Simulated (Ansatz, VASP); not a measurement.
## One calculation of Te, two programs

File INCAR:

```
SYSTEM = Te
  PREC = Accurate
  ENCUT = 520
  EDIFF = 1E-6
  ISMEAR = -1
  SIGMA = 0.05
  LREAL = .False.
  LASPH = .True.
  NELM = 100
  ALGO = Normal
  ISIF = 2
  LWAVE = .False.
  LCHARG = .False.
  GGA = PS
  NBANDS = 16
```

File KPOINTS:

```
regular mesh
0
Gamma
  7 7 5
  0 0 0
```

POSCAR

```
Te
1.0
    4.4834975484      0.0000000000      0.0000000000
   -2.2417487742      3.8828227747      0.0000000000
    0.0000000000      0.0000000000      5.9632329314
Te
3
Direct
    0.7310000000      0.7310000000      0.0000000000
    0.0000000000      0.2690000000      0.6666666667
    0.2690000000      0.0000000000      0.3333333333
```

input.yaml

```yaml
crystal:
  lattice:
    - [4.4834975484, 0.0, 0.0]
    - [-2.2417487742, 3.8828227747, 0.0]
    - [0.0, 0.0, 5.9632329314]
  atoms:
    - { symbol: Te, position: [0.731, 0.731, 0.0] }
    - { symbol: Te, position: [0.0, 0.269, 0.6666666667] }
    - { symbol: Te, position: [0.269, 0.0, 0.3333333333] }
kpoints:
  mp_grid: { grid: [7, 7, 5] }
scf:
  occupations: { method: fermi_dirac, width: 0.05 }
hamiltonian:
  xc: pbesol
  pseudopotentials: { kind: all_electron, lapw: { basis_error: 0.001 } }
output:
  forces: true
  stress: true
  eigenvalues: true
```

Change from the starting cell: volume scaled by 1.02.

Alike in both runs: task single point; functional PBEsol; k mesh 7 × 7 × 5; occupations fermi-dirac, width 0.05 eV; no spin polarisation.

```csv
,VASP,Ansatz
version,VASP 6.6.1,Ansatz 0.2.0
potentials or method,"VASP PAW PBE potentials, release 64 (Te)","all-electron LAPW, scalar-relativistic"
plane-wave cutoff (eV),520,see its input
```

Ansatz gave:

| Property | Result |
| --- | --- |
| gap on the k mesh at the Fermi level (eV) | 0.60 |
| least direct gap on the mesh (eV) | 0.76 |
| pressure (GPa) | -1.8 |
| largest component of the traceless stress (GPa) | 0.12 |
| rms of the force components (eV/Å) | 0.000 |

Q: Estimate VASP's values.

A: gap on the k mesh at the Fermi level (eV): 0.59; least direct gap on the mesh (eV): 0.75; pressure (GPa): -1.8; largest component of the traceless stress (GPa): 0.08; rms of the force components (eV/Å): 0.013.

Atom by atom the forces differ by 0.013 eV/Å (rms over components). Ansatz ran all-electron here, so the differences hold the error of VASP's frozen core and of both bases.

Caveats: spin-orbit coupling is left out, which moves the levels of the heavy elements; an odd mesh through Γ misses points on the zone boundary, where band edges often lie; the PAW data sets were made with another functional, which shifts forces and pressure a little (VASP).
